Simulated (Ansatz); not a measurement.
# From the elastic tensor of MoP at 5 GPa (stress–strain coefficients) to moduli and sound speeds

All numbers below come from DFT LDA, scalar-relativistic, plane waves, PAW (Ansatz 0.2.0). Settings: 420 eV plane-wave cutoff, Γ-centred 18×18×14 mesh, Fermi-Dirac smearing of 0.15 eV. No spin polarisation.

The structure is hexagonal, space group P-6m2 (No. 187). Conventional cell: a = 3.168 Å, b = 3.168 Å, c = 3.143 Å, α = 90.00°, β = 90.00°, γ = 120.00°. Mo (site symmetry -6m2) is surrounded by 6 P at 2.41 Å. P (site symmetry -6m2) has 6 Mo at 2.41 Å as nearest neighbours.

In a metal, frequencies and elastic constants depend on the k mesh and the smearing, soft modes and shear constants most. Other phases may be more stable at this pressure.

Relaxed-ion constants (GPa, on the Cartesian axes of the calculation):
```
398.2 155.3 194.0   0.0   0.0   0.0
155.3 398.2 194.0   0.0   0.0   0.0
194.0 194.0 561.1   0.0   0.0   0.0
  0.0   0.0   0.0 203.2   0.0   0.0
  0.0   0.0   0.0   0.0 203.2   0.0
  0.0   0.0   0.0   0.0   0.0 121.4
```

Density 7.714 g/cm³; 2 atoms in 27.32 Å³.

The values that follow are for a polycrystal of randomly turned grains, by Hill's mean where one number stands.

With S = C⁻¹: B_V = (C11+C22+C33+2(C12+C13+C23))/9, G_V = (C11+C22+C33−C12−C13−C23+3(C44+C55+C66))/15, 1/B_R = S11+S22+S33+2(S12+S13+S23), 15/G_R = 4(S11+S22+S33−S12−S13−S23)+3(S44+S55+S66); Hill is their mean. Then v_l = √((B+4G/3)/ρ), v_t = √(G/ρ), v_m = [(2/v_t³+1/v_l³)/3]^(−1/3) and Θ = (ħ/k_B)·v_m·(6π²n/V)^(1/3) for n atoms in the volume V; E = 9BG/(3B+G), ν = (3B−2G)/(2(3B+G)) and A^U = 5G_V/G_R + B_V/B_R − 6.

```json
{
 "Bulk modulus, Voigt / Reuss / Hill": "271.6 / 261.5 / 266.6 GPa",
 "Shear modulus, Voigt / Reuss / Hill": "159.8 / 150.4 / 155.1 GPa",
 "Young's modulus": "390 GPa",
 "Poisson ratio": "0.256",
 "Pugh ratio B/G": "1.72",
 "Universal anisotropy index": "0.35",
 "Longitudinal and transverse sound speeds": "7834 and 4485 m/s",
 "Debye temperature from the mean sound speed": "621 K"
}
```

Cost: 1 run of about 12 core-minutes, on AMD EPYC 7R43 (Zen 3) (shared hosts).